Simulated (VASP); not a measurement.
C: equation of state with PBE

C:

```
C
1.0
     2.12732   -1.22828    0.00000
     2.12732    1.22828    0.00000
    -1.37907    0.00000    3.50283
C
2
Cartesian
  -0.6699 0.0000 3.5025
  3.5455 0.0000 0.0003
```

This is a stacking variant of graphite.

```json
{
  "Program": "VASP 6.6.1",
  "Task": "equation of state",
  "Functional": "PBE",
  "Potentials or basis": "VASP PAW PBE potentials, release 64 (C)",
  "Cutoff": "520 eV",
  "k mesh": "13 × 13 × 8",
  "Occupations": "fermi-dirac, width 0.05 eV",
  "Spin": "no spin polarisation"
}
```

```json
{
 "Equilibrium volume": "9.30 Å³/atom",
 "Bulk modulus at fixed shape and positions": "261 GPa",
 "Pressure derivative of the bulk modulus": "3.5"
}
```

Energy against volume, from the lowest point:
```csv
volume (Å³/atom),energy (meV/atom)
8.604,48.04
8.787,25.30
8.970,10.15
9.153,1.91
9.336,0.00
9.519,3.88
9.702,13.04
```

All runs of the series together: 5.6 min on 1 thread of Intel(R) Xeon(R) Platinum 8488C (Sapphire Rapids), with other jobs on the host.

Caveat: the cell was scaled at fixed shape and fractional positions, which overstates the stiffness of a crystal with free parameters, most of all of layers and chains; this functional lacks dispersion, which binds the layers, so the pressure and a relaxed spacing across them are unreliable.
